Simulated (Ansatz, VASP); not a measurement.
## CsI in VASP and in Ansatz

```
Cs I
1.0
     4.60808    0.00000    0.00000
     0.00000    4.60808    0.00000
     0.00000    0.00000    4.60808
Cs I
1 1
Direct
  0.00000 0.00000 0.00000
  0.50000 0.50000 0.50000
```

Alike in both runs: task single point; functional PBE; k mesh 4 × 4 × 4; no spin polarisation.

|  | VASP | Ansatz |
| --- | --- | --- |
| version | VASP 6.6.1 | Ansatz 0.2.0 |
| potentials or method | VASP PAW PBE potentials, release 64 (Cs_sv, I) | plane waves, PAW |
| plane-wave cutoff (eV) | 520 | 420 |
| occupations | gaussian, width 0.01 eV | fixed |
| valence electrons in the cell | 16 | 26 |

```tsv
	VASP	Ansatz	Ansatz less VASP
gap on the k mesh at the Fermi level (eV)	3.79	3.80	+0.013
pressure (GPa)	0.5	0.4	-0.03
```

The two sets of potentials don't hold the same shells in valence.

Caveats: spin-orbit coupling is left out, which moves the levels of the heavy elements. A k mesh can miss the band edges. Expect the measured gap to be larger: semilocal functionals such as PBE lack the derivative discontinuity.
